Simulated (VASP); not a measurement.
CdSe:

```xyz
2
Lattice="0.0000 3.1305 3.1305 3.1305 0.0000 3.1305 3.1305 3.1305 0.0000" Properties=species:S:1:pos:R:3 pbc="T T T"
Cd    0.0000    0.0000    0.0000
Se    1.5652    1.5652    1.5652
```

Measurements of this composition are mostly on another form, of space group No. 186.

Base run:

```yaml
Program: VASP 6.6.1
Functional: RPBE
Potentials_or_basis: VASP PAW PBE potentials, release 64 (Cd, Se)
Cutoff: 520 eV
k_mesh: 8 × 8 × 8
Occupations: fermi-dirac, width 0.05 eV
Spin: no spin polarisation
```

Its results: band gap on the k mesh 0.60 eV, direct; pressure 0.7 GPa.

Q: The run is repeated on the same cell with these changes: functional from RPBE to revPBE; dispersion from none to D3(BJ). What comes out?

A: Band gap on the k mesh 0.56 eV, direct; pressure -3.3 GPa.

Several settings changed at once, so the effect can't be laid on one alone.

Caveats: the PAW data sets were made with another functional, which shifts forces and pressure a little.

A k mesh can miss the band edges.

Not every run made on this cell is shown here.
